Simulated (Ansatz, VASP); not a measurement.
## WC in VASP and in Ansatz

```xyz
2
Lattice="2.9121 0.0000 0.0000 -1.4560 2.5219 0.0000 0.0000 0.0000 2.8362" Properties=species:S:1:pos:R:3 pbc="T T T"
W     0.0000    0.0000    0.0000
C     1.4560    0.8406    1.4181
```

Alike in both runs: functional r2SCAN; k mesh 18 × 18 × 14; occupations gaussian, width 0.1 eV; no spin polarisation.

Ansatz relaxed the structure, and its values are those at the end. VASP's run is a single point on that final structure, the one shown.

```csv
,VASP,Ansatz
version,VASP 6.6.1,Ansatz 0.2.0
potentials or method,"VASP PAW PBE potentials, release 64 (W_sv, C)","scalar-relativistic, plane waves, PAW"
plane-wave cutoff (eV),520,500
valence electrons in the cell,18,18
```

VASP gave:

* gap on the k mesh at the Fermi level (eV): none
* pressure (GPa): 1.9

**Question.** Estimate Ansatz's values.

**Answer.** gap on the k mesh at the Fermi level (eV): none; pressure (GPa): 0.0.

A gap of «none» marks a metal or a gap that the smearing closes.

Caveats: the PAW data sets were made with another functional, which shifts forces and pressure a little (VASP). The runs have no spin-orbit coupling, so splittings on W are missing.
